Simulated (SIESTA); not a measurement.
The system is Si2Ni.

```xyz
3
Lattice="0.0000 2.7030 2.7030 2.7030 0.0000 2.7030 2.7030 2.7030 0.0000" Properties=species:S:1:pos:R:3 pbc="T T T"
Ni    0.0000    0.0000    0.0000
Si    4.0545    4.0545    4.0545
Si    1.3515    1.3515    1.3515
```

Base run:

| Quantity | Value |
| --- | --- |
| Program | SIESTA 5.4.2 |
| Functional | vdW-DF-cx |
| Potentials or basis | PseudoDojo 0.4 standard (PBE files) |
| Basis | DZP (energy shift 0.003 Ry; two zetas on semicore shells) |
| Grid cutoff | 800 Ry |
| Energy shift | 0.003 Ry |
| k mesh | 9 × 9 × 9 |
| Occupations | fermi-dirac, width 0.05 eV |
| Spin | collinear spin, ferromagnetic start |
| Starting moments | [1.0, 0.0, 0.0] μB |

Its results: band gap on the k mesh none (metal or under the smearing width); pressure 1.8 GPa; net moment 0.00 μB per cell.

Q: The run is repeated on the same cell with these changes: functional from vdW-DF-cx to BLYP. What comes out?

A: Band gap on the k mesh none (metal or under the smearing width); pressure 11.8 GPa; net moment 0.00 μB per cell.

Caveats: short orbitals over semicore shells can move pressures by several GPa; the potentials were made for another functional, which shifts forces and pressure; the basis of atomic orbitals isn't converged, which shifts pressures, moduli and gaps.
